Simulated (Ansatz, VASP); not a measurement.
PbS: VASP beside Ansatz

File INCAR:

```
SYSTEM = PbS
PREC     = Accurate       ! precision mode
ENCUT    = 520            ! plane-wave cutoff, eV
EDIFF    = 1E-6           ! SCF threshold, eV
ISMEAR   = 0              ! smearing method
SIGMA    = 0.03           ! smearing width, eV
LREAL    = .FALSE.        ! projectors in reciprocal space
LASPH    = .TRUE.         ! aspherical terms in the spheres
NELM     = 100            ! most SCF steps
ALGO     = Normal         ! electronic algorithm
ISIF     = 2              ! what is computed and relaxed
LWAVE    = .FALSE.        ! write WAVECAR
LCHARG   = .TRUE.         ! write CHGCAR
GGA      = PE             ! functional
IVDW     = 12             ! dispersion correction
LELF     = .TRUE.         ! ELF
LVHAR    = .TRUE.       
NBANDS   = 17             ! bands
```

Contents of KPOINTS:

```
regular mesh
0
G
  10 10 10
  0 0 0
```

POSCAR

```
PbS
1.0
    0.0000000000      2.8908750000      3.1132500000
    2.8908750000      0.0000000000      3.1132500000
    2.8908750000      2.8908750000      0.0000000000
Pb S
1 1
Direct
    0.0000000000      0.0000000000      0.0000000000
    0.5000000000      0.5000000000      0.5000000000
```

Input for Ansatz:

```yaml
crystal:
  lattice:
    - [0.0, 2.890875, 3.11325]
    - [2.890875, 0.0, 3.11325]
    - [2.890875, 2.890875, 0.0]
  atoms:
    - { symbol: Pb, position: [0.0, 0.0, 0.0] }
    - { symbol: S, position: [0.5, 0.5, 0.5] }
basis:
  ecutwfc: 420
kpoints:
  mp_grid: { grid: [10, 10, 10] }
hamiltonian:
  xc: pbe
  dispersion: d3bj
scf:
  occupations: { method: gaussian, width: 0.03 }
output:
  forces: true
  stress: true
  eigenvalues: true
```

Change from the starting cell: strain -0.025 along x and y, +0.050 along z, atoms carried along.

Alike in both runs: task single point; functional PBE; dispersion D3(BJ); k mesh 10 × 10 × 10; occupations gaussian, width 0.03 eV; no spin polarisation.

```csv
,VASP,Ansatz
version,VASP 6.6.1,Ansatz 0.2.0
potentials or method,"VASP PAW PBE potentials, release 64 (Pb_d, S)","scalar-relativistic, plane waves, PAW"
plane-wave cutoff (eV),520,420
valence electrons in the cell,20,20
```

|  | VASP | Ansatz | Ansatz less VASP |
| --- | --- | --- | --- |
| gap on the k mesh at the Fermi level (eV) | 0.22 | 0.21 | -0.007 |
| least direct gap on the mesh (eV) | 0.22 | 0.21 | -0.007 |
| pressure (GPa) | 1.0 | 1.1 | +0.08 |
| largest component of the traceless stress (GPa) | 5.76 | 5.75 | -0.003 |

Caveats: spin-orbit coupling is left out, which as a rule narrows the gap of such compounds by several tenths of an eV.
